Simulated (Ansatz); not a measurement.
# CdS (Greenockite): band structure with LDA

**The experiment to reproduce.**

“Isotope dependence of band-gap energy”, 2008, arxiv:0807.2152 quotes, for a bulk crystal of CdS: band gap 2.5809 ± 0.0002 eV.

The system is CdS (Greenockite).

```
Cd S
1.0
     4.15000    0.00000    0.00000
    -2.07500    3.59401    0.00000
     0.00000    0.00000    6.73700
Cd S
2 2
Direct
  0.66667 0.33333 0.50000
  0.33333 0.66667 0.00000
  0.66667 0.33333 0.87500
  0.33333 0.66667 0.37500
```

- Program: Ansatz 0.2.0
- Task: band structure
- Functional: LDA
- Potentials or basis: all-electron LAPW, scalar-relativistic
- Cutoff: 227 eV (chosen from the basis error)
- Basis error allowed: 0.002 eV/atom
- k mesh: 7 × 7 × 4
- Occupations: fermi-dirac, width 0.05 eV
- Spin: no spin polarisation

```
Pressure                : -3.1 GPa
Largest force           : 0.061 eV/Å
Band gap on the k mesh  : 0.91 eV, direct
Band gap along the path : 0.91 eV, direct
```

Forces on the atoms (eV/Å):
```
Cd   0.000  0.000 -0.061
Cd   0.000  0.000 -0.061
S    0.000  0.000  0.061
S    0.000  0.000  0.061
```

Stress tensor (GPa, compression positive):
```
-3.29  0.00  0.00
 0.00 -3.29  0.00
 0.00  0.00 -2.71
```

Levels at the corners of the path, in eV from the valence-band top:
```
point  band 31  band 32  band 33  band 34  band 35  band 36  band 37  band 38
    Γ    -0.77    -0.05     0.00     0.00     0.91     2.54     6.27     6.27
    M    -2.69    -1.89    -1.33    -0.74     3.48     3.66     4.90     6.15
    K    -3.13    -1.88    -1.88    -1.64     4.42     4.90     4.90     6.89
    Γ    -0.77    -0.05     0.00     0.00     0.91     2.54     6.27     6.27
    A    -0.40    -0.40    -0.40    -0.40     2.60     2.60     5.95     5.95
    L    -1.35    -1.35    -1.34    -1.34     3.23     3.23     5.19     5.19
    H    -2.45    -2.45    -1.13    -1.13     4.17     4.17     5.86     5.86
    A    -0.40    -0.40    -0.40    -0.40     2.60     2.60     5.95     5.95
```

It took 28 s on 2 threads of Arm Neoverse V1 (shared host), peak memory 0.37 GiB.

Against the measured gap of CdS, 2.5809 eV (quoted in “Isotope dependence of band-gap energy”, 2008, arxiv:0807.2152), the calculated 0.91 eV is off by -1.67 eV. So large a miss can be the level of theory's own, or it may mean another phase, state or a wrong row. Spin-orbit coupling on Cd is left out. The value is that of LDA, without temperature or zero-point motion. Semilocal functionals fall short of measured gaps as a rule.
